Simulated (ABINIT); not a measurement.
CdSe: single point with PBEsol

Crystal: CdSe.

```xyz
2
Lattice="0.0000 3.0703 3.0703 3.0703 0.0000 3.0703 3.0703 3.0703 0.0000" Properties=species:S:1:pos:R:3 pbc="T T T"
Cd    0.0000    0.0000    0.0000
Se    1.5351    1.5351    1.5351
```

Measurements of this composition are mostly on another form, of space group No. 186.

```
Program             : ABINIT 10.8.3 (patched build)
Task                : single point
Functional          : PBEsol
Potentials or basis : JTH PAW PBE v2.0
Cutoff              : 707 eV
k mesh              : 8 × 8 × 8
Occupations         : fermi-dirac, width 0.05 eV
Spin                : no spin polarisation
```

* Pressure: -1.5 GPa
* Band gap on the k mesh: 0.42 eV, direct
* Valence electrons inside the program's atomic spheres: Cd 10.44; Se 3.93

Levels at points of the mesh, in eV from the valence-band top:
```csv
k point,band 7,band 8,band 9,band 10,band 11,band 12
"(0.00, 0.00, 0.00)",0.00,0.00,0.00,0.42,5.85,5.85
"(0.50, 0.00, 0.00)",-4.29,-0.72,-0.72,2.24,6.36,6.36
"(0.50, 0.50, 0.00)",-4.01,-1.79,-1.79,3.06,3.64,7.79
```

Wall time 59 s on 1 thread of Arm Neoverse V1, on a shared host, peak memory 0.16 GiB.

Caveat: the PAW data sets were made with another functional, which shifts forces and pressure a little. As with any semilocal functional, this PBEsol gap is likely too small.
